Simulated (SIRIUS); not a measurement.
A run of SIRIUS 7.12.0 is set up as follows.

File sirius.json:

```json
{
  "control": {
    "processing_unit": "cpu",
    "verbosity": 2,
    "num_bands_to_print": 14,
    "print_forces": true,
    "print_stress": true
  },
  "parameters": {
    "electronic_structure_method": "pseudopotential",
    "xc_functionals": ["XC_GGA_X_RPBE", "XC_GGA_C_PBE"],
    "gk_cutoff": 8.7,
    "pw_cutoff": 17.4,
    "ngridk": [12, 12, 12],
    "shiftk": [0, 0, 0],
    "smearing": "fermi_dirac",
    "smearing_width": 0.0018374661,
    "num_bands": 14,
    "num_mag_dims": 0,
    "num_dft_iter": 100,
    "energy_tol": 1e-08,
    "density_tol": 1e-06
  },
  "iterative_solver": {
    "type": "davidson",
    "min_tolerance": 1e-10
  },
  "mixer": {
    "type": "anderson",
    "beta": 0.7,
    "max_history": 8
  },
  "settings": {
    "tol_ne": 1e-10,
    "pseudo_grid_cutoff": 6.5
  },
  "unit_cell": {
    "lattice_vectors": [
      [-0.57735026919, 0.57735026919, 0.57735026919],
      [0.57735026919, -0.57735026919, 0.57735026919],
      [0.57735026919, 0.57735026919, -0.57735026919]
    ],
    "lattice_vectors_scale": 5.1791760466,
    "atom_coordinate_units": "lattice",
    "atom_types": ["W"],
    "atom_files": {
      "W": "W.json"
    },
    "atoms": {
      "W": [
        [0.0, 0.0, 0.0]
      ]
    }
  }
}
```

Potentials or basis: PseudoDojo 0.4.1 PBE standard (scalar relativistic).

Run with:

```sh
$ upf_to_json W.upf
$ OMP_NUM_THREADS=1 sirius.scf --input=sirius.json --output=out.json --task=0
```

Task: Estimate the band gap on the k mesh.

Result: None (metal or under the smearing width).

Task: What does it give for the pressure?

Result: 9.6 GPa.

Caveat: the potentials were made for another functional, which shifts forces and pressure. Spin-orbit coupling is left out, which matters for the levels of W.
